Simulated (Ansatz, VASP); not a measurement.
Ta in VASP and in Ansatz

```
Ta
1.0
    -1.67583    1.67583    1.67583
     1.67583   -1.67583    1.67583
     1.67583    1.67583   -1.67583
Ta
1
Direct
  0.00000 0.00000 0.00000
```

Alike in both runs: task single point; functional PBE; k mesh 18 × 18 × 18; occupations gaussian, width 0.1 eV; no spin polarisation.

|  | VASP | Ansatz |
| --- | --- | --- |
| version | VASP 6.6.1 | Ansatz 0.2.0 |
| potentials or method | VASP PAW PBE potentials, release 64 (Ta_pv) | scalar-relativistic, plane waves, PAW |
| plane-wave cutoff (eV) | 520 | 420 |
| valence electrons in the cell | 11 | 13 |

```csv
,VASP,Ansatz,Ansatz less VASP
gap on the k mesh at the Fermi level (eV),none,none,-
pressure (GPa),-5.4,-5.4,-0.06
```

A gap of «none» marks a metal or a gap that the smearing closes. The two sets of potentials don't hold the same shells in valence.

The runs have no spin-orbit coupling, so splittings on Ta are missing.
